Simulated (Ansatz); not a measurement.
## Cu2O: do energies and stresses tell the same story?

The calculation used Ansatz, DFT PBE, scalar-relativistic, plane waves, PAW.

Plane waves to 420 eV, a k mesh through Γ of 8×8×8 on the computed 6-atom cell and Gaussian smearing (0.02 eV); no spin polarisation.

Relaxed cell: Pn-3m, a = 4.298 Å, b = 4.298 Å, c = 4.298 Å, α = 90.00°, β = 90.00°, γ = 90.00°, 6 atoms in the primitive cell.

Energies at zero smearing and pressures from the stress tensor, at volumes with shape and atoms relaxed:
```tsv
V (Å³/atom)	E − E(first) (meV/atom)	P (GPa)
11.647	0.00	19.34
12.044	-40.10	13.18
12.441	-66.15	8.01
12.838	-80.48	3.66
13.235	-84.89	0.00
13.632	-80.96	-3.08
14.029	-70.03	-5.67
14.558	-46.44	-8.50
```

Check P = −dE/dV between neighbouring volumes, and get the bulk modulus from the pressures alone.

With 1 eV/Å³ = 160.2 GPa:
```tsv
middle V (Å³/atom)	−ΔE/ΔV (GPa)	mean P (GPa)
11.845	16.180	16.263
12.242	10.512	10.597
12.639	5.783	5.837
13.036	1.779	1.834
13.433	-1.587	-1.536
13.830	-4.411	-4.374
14.294	-7.137	-7.086
```

The two differ by 0.08 GPa at most. The mean of two end pressures misses the average over a step by about ΔV² P″/12, up to 0.09 GPa here; with that taken off 0.01 GPa remains. Around V = 13.235 Å³/atom, the two neighbours give B = −V ΔP/ΔV = 13.235 × 6.74 / 0.794 = 112.3 GPa, against B0 = 111.7 GPa from the Birch–Murnaghan fit of the energies.

A ferromagnetic start lost its moments in a first run, so spin was left out; other magnetic orders weren't tried.